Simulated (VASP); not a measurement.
InP:

```
In P
1.0
     0.00000    2.93050    2.93050
     2.93050    0.00000    2.93050
     2.93050    2.93050    0.00000
In P
1 1
Direct
  0.00000 0.00000 0.00000
  0.75000 0.75000 0.75000
```

Base run:

```yaml
Program: VASP 6.6.1
Functional: PBE
Potentials_or_basis: VASP PAW PBE potentials, release 64 (In, P)
Cutoff: 500 eV
k_mesh: 8 × 8 × 8
Occupations: fermi-dirac, width 0.05 eV
Spin: no spin polarisation
```

Its results: band gap on the k mesh 0.77 eV, direct.

Q: The run is repeated on the same cell with these changes: potentials or basis from VASP PAW PBE potentials, release 64 (In, P) to VASP PAW PBE potentials, release 64 (In_d, P); cutoff from 500 eV to 520 eV; further incar settings from ALGO = Fast; EDIFF = 1e-06 to ALGO = Fast; EDIFF = 1e-07; valence electrons from 8 to 18. What comes out?

A: Band gap on the k mesh 0.71 eV, direct.

Caveats: spin-orbit coupling is left out, which moves the levels of the heavy elements.
